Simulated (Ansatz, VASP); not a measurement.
**One calculation of SrO, two programs**

Contents of POSCAR:

```
SrO
1.0
    4.2903151937      0.0000000000      0.0000000000
   -2.1451575969      3.7155219480      0.0000000000
    0.0000000000      0.0000000000      5.1841505800
Sr O
2 2
Direct
    0.3333333333      0.6666666667      0.9375024113
    0.6666666667      0.3333333333      0.4375024113
    0.3333333333      0.6666666667      0.4374975887
    0.6666666667      0.3333333333      0.9374975887
```

Contents of INCAR.step1:

```
SYSTEM = SrO
PREC = Accurate
ENCUT = 520
ISMEAR = 0
SIGMA = 0.02
LREAL = .False.
LASPH = .True.
NELM = 60
NBANDS = 24
GGA = PE
ALGO = Normal
EDIFF = 1E-4
LWAVE = .True.
LCHARG = .False.
```

INCAR.step2

```
SYSTEM = SrO
PREC = Accurate
ENCUT = 520
EDIFF = 1E-6
ISMEAR = 0
SIGMA = 0.02
LREAL = .False.
LASPH = .True.
NELM = 60
ALGO = Normal
ISIF = 2
LWAVE = .False.
LCHARG = .False.
METAGGA = R2SCAN
LMIXTAU = .True.
NBANDS = 24
ISTART = 1
```

The input KPOINTS:

```
regular mesh
0
Gamma
  6 6 6
  0 0 0
```

Input for Ansatz:

```yaml
crystal:
  lattice:
    - [4.2903151937, 0.0, 0.0]
    - [-2.1451575969, 3.715521948, 0.0]
    - [0.0, 0.0, 5.18415058]
  atoms:
    - { symbol: Sr, position: [0.3333333333, 0.6666666667, 0.9375024113] }
    - { symbol: Sr, position: [0.6666666667, 0.3333333333, 0.4375024113] }
    - { symbol: O, position: [0.3333333333, 0.6666666667, 0.4374975887] }
    - { symbol: O, position: [0.6666666667, 0.3333333333, 0.9374975887] }
basis:
  ecutwfc: 500
kpoints:
  mp_grid: { grid: [6, 6, 6] }
  band_path:
    path:
      - [[0.0, 0.0, 0.0], [0.5, 0.0, 0.0], [0.33333333, 0.33333333, 0.0], [0.0, 0.0, 0.0], [0.0, 0.0, 0.5], [0.5, 0.0, 0.5], [0.33333333, 0.33333333, 0.5], [0.0, 0.0, 0.5]]
      - [[0.5, 0.0, 0.5], [0.5, 0.0, 0.0]]
      - [[0.33333333, 0.33333333, 0.5], [0.33333333, 0.33333333, 0.0]]
    npoints: 14
hamiltonian:
  xc: r2scan
scf:
  occupations: { method: gaussian, width: 0.02 }
  n_extra_bands: 10
output:
  forces: true
  stress: true
  eigenvalues: true
  populations: true
  dos: { projected: true, de: 0.02, nscf_kmesh: { grid: [9, 9, 9] } }
  bader: true
  write_density: true
  write_potential: true
  elf: true
  volumetric_format: npy
```

Alike in both runs: task single point; functional r2SCAN; k mesh 6 × 6 × 6; occupations gaussian, width 0.02 eV; no spin polarisation.

|  | VASP | Ansatz |
| --- | --- | --- |
| version | VASP 6.6.1 | Ansatz 0.2.0 |
| potentials or method | VASP PAW PBE potentials, release 64 (Sr_sv, O) | scalar-relativistic, plane waves, PAW |
| plane-wave cutoff (eV) | 520 | 500 |
| valence electrons in the cell | 32 | 32 |

|  | VASP | Ansatz | Ansatz less VASP |
| --- | --- | --- | --- |
| gap on the k mesh at the Fermi level (eV) | 2.98 | 2.99 | +0.009 |
| least direct gap on the mesh (eV) | 2.98 | 2.99 | +0.009 |
| pressure (GPa) | -0.8 | -1.3 | -0.44 |
| largest component of the traceless stress (GPa) | 0.30 | 0.29 | -0.012 |

Ansatz warned: «structure_snapped_to_symmetry».

Caveats: the PAW data sets were made with another functional, which shifts forces and pressure a little (VASP). A k mesh can miss the band edges.
